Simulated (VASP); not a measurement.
Input of a VASP 6.6.1 run:

The input INCAR:

```
ALGO = Fast ; EDIFF = 1E-7
EDIFFG = -0.002 ; ENCUT = 520
GGA = PE ; IBRION = 2
ISIF = 3 ; ISMEAR = 0
IVDW = 12 ; KPAR = 4
LASPH = T ; LCHARG = F
LREAL = F ; LWAVE = F
NELM = 80 ; NSW = 80
PREC = Accurate ; SIGMA = 0.02
```

KPOINTS

```
k-points
0
Gamma
  9 9 4
```

File POSCAR:

```
C                                       
1.0
    2.4662604034     -0.0000000000     -0.0000000000
   -1.2331302017      2.1358441620      0.0000000000
    0.0000000000     -0.0000000000      6.6571199037
  C             
     4
Direct
     0.0000000000000000    1.0000000000000000    0.2500000000000000
     0.0000000000000000    0.0000000000000000    0.7500000000000000
     0.3333333300000021    0.6666666699999979    0.2500000000000000
     0.6666666699999979    0.3333333300000021    0.7500000000000000
```

Potentials or basis: VASP PAW PBE potentials, release 64 (C).

Launch:

```bash
$ cat potpaw_PBE.64/C/POTCAR > POTCAR
$ mpirun -np 4 vasp_std > vasp.out
```

What does it give for the relaxed volume?

8.81 Å³/atom.

What does it give for the dispersion energy per atom?

-0.157 eV.

Final structure:
```yaml
crystal:
  lattice:
    - [2.46662, 0.00000, 0.00000]
    - [-1.23331, 2.13616, 0.00000]
    - [0.00000, 0.00000, 6.69054]
  atoms:
    - { symbol: C, position: [0.00000, 0.00000, 0.25000] }
    - { symbol: C, position: [0.00000, 0.00000, 0.75000] }
    - { symbol: C, position: [0.33333, 0.66667, 0.25000] }
    - { symbol: C, position: [0.66667, 0.33333, 0.75000] }
```
